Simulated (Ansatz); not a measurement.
The system is Bi.

```
Bi
1.0
     3.23838    0.00000    0.00000
     0.00000    3.22164    0.00000
    -0.08045    0.00000    6.44389
Bi
2
Cartesian
  1.7022 0.0000 4.8302
  1.4558 0.0000 1.6137
```

This isn't the form of Bi at room conditions, which is rhombohedral.

* Program: Ansatz 0.2.0
* Task: relaxation of cell and atoms
* Functional: PBEsol
* Potentials or basis: Ansatz PAW
* Cutoff: 420 eV (not typed: the program's choice for these potentials)
* k mesh: 8 × 8 × 4
* Occupations: fermi-dirac, width 0.05 eV
* Spin: no spin polarisation

At the start: volume 33.61 Å³/atom.

Problem. How do energy, volume and symmetry change on relaxing?

Solution. It ends after 10 steps and the volume is 33.23 Å³/atom (-1.2 %); space group P2/m (No. 10, to 0.05 Å).

The path:
| step | energy change (eV) | largest force (eV/Å) | volume (Å³) |
| --- | --- | --- | --- |
| 1 | 0.0000 | 0.0128 | 67.23 |
| 2 | -0.0027 | 0.0132 | 66.28 |
| 3 | -0.0039 | 0.0090 | 66.37 |
| 4 | -0.0047 | 0.0018 | 66.43 |
| 5 | -0.0050 | 0.0092 | 66.45 |
| 6 | -0.0053 | 0.0105 | 66.45 |
| 7 | -0.0054 | 0.0008 | 66.44 |
| 8 | -0.0057 | 0.0009 | 66.47 |
| 9 | -0.0057 | 0.0022 | 66.45 |
| 10 | -0.0056 | 0.0022 | 66.45 |

Final structure:
```xyz
2
Lattice="3.2191 0.0000 -0.0739 0.0000 3.2348 0.0000 -0.2271 0.0000 6.3868" Properties=species:S:1:pos:R:3 pbc="T T T"
Bi    1.6179    0.0000    4.7433
Bi    1.3741    0.0000    1.5696
```

Caveat: the plane-wave basis is chosen anew once the cell has moved, so the energies of steps on either side of that aren't comparable; the PAW data sets come from PBE, with cores solved anew for the run's functional, which leaves a small shift of forces and pressure.
